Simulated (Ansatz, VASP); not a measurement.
# MgS (Niningerite) in VASP and in Ansatz

INCAR

```
SYSTEM = MgS
PREC     = Accurate       ! precision mode
ENCUT    = 520            ! plane-wave cutoff, eV
EDIFF    = 1E-7           ! SCF threshold, eV
ISMEAR   = -1             ! smearing method
SIGMA    = 0.05           ! smearing width, eV
LREAL    = .False.        ! projectors in reciprocal space
LASPH    = .True.         ! aspherical terms in the spheres
NELM     = 80             ! most SCF steps
ALGO     = Normal         ! electronic algorithm
ISIF     = 2              ! what is computed and relaxed
LWAVE    = .False.        ! write WAVECAR
LCHARG   = .False.        ! write CHGCAR
GGA      = RP             ! functional
NBANDS   = 11             ! bands
```

Contents of KPOINTS:

```
regular mesh
0
Gamma
  9 9 9
  0 0 0
```

POSCAR

```
MgS
1.0
    0.0000000000      2.6016500000      2.6016500000
    2.6016500000      0.0000000000      2.6016500000
    2.6016500000      2.6016500000      0.0000000000
S Mg
1 1
Direct
    0.5000000000      0.5000000000      0.5000000000
    0.0000000000      0.0000000000      0.0000000000
```

input.yaml

```yaml
crystal:
  lattice:
    - [0.0, 2.60165, 2.60165]
    - [2.60165, 0.0, 2.60165]
    - [2.60165, 2.60165, 0.0]
  atoms:
    - { symbol: S, position: [0.5, 0.5, 0.5] }
    - { symbol: Mg, position: [0.0, 0.0, 0.0] }
hamiltonian:
  xc: rpbe
  pseudopotentials: { kind: paw }
kpoints:
  mp_grid: { grid: [9, 9, 9] }
  band_path:
    path:
      - [[0.0, 0.0, 0.0], [0.5, 0.0, 0.5], [0.5, 0.25, 0.75], [0.375, 0.375, 0.75], [0.0, 0.0, 0.0], [0.5, 0.5, 0.5], [0.625, 0.25, 0.625], [0.5, 0.25, 0.75], [0.5, 0.5, 0.5], [0.375, 0.375, 0.75]]
      - [[0.625, 0.25, 0.625], [0.5, 0.0, 0.5]]
    npoints: 14
scf:
  occupations: { method: fermi_dirac, width: 0.05 }
  n_extra_bands: 6
output:
  forces: true
  stress: true
  eigenvalues: true
  fatbands: false
```

Alike in both runs: functional RPBE; k mesh 9 × 9 × 9; occupations fermi-dirac, width 0.05 eV; no spin polarisation.

```csv
,VASP,Ansatz
version,VASP 6.6.1,Ansatz 0.2.0
potentials or method,"VASP PAW PBE potentials, release 64 (S, Mg)",Ansatz PAW
plane-wave cutoff (eV),520,420
valence electrons in the cell,8,16
task,single point,band structure
```

```csv
,VASP,Ansatz,Ansatz less VASP
gap on the k mesh at the Fermi level (eV),3.04,3.07,+0.030
least direct gap on the mesh (eV),3.87,3.89,+0.021
pressure (GPa),3.0,3.4,+0.39
```

The two sets of potentials don't hold the same shells in valence.

Caveats: the PAW data sets were made with another functional, which shifts forces and pressure a little (VASP); an odd mesh through Γ misses points on the zone boundary, where band edges often lie (VASP); the k mesh misses the band edges, so the gap on the mesh is wider than the one along the path (Ansatz); the PAW data sets come from PBE, with cores solved anew for the run's functional, which leaves a small shift of forces and pressure (Ansatz). As with any semilocal functional, this RPBE gap is likely too small.
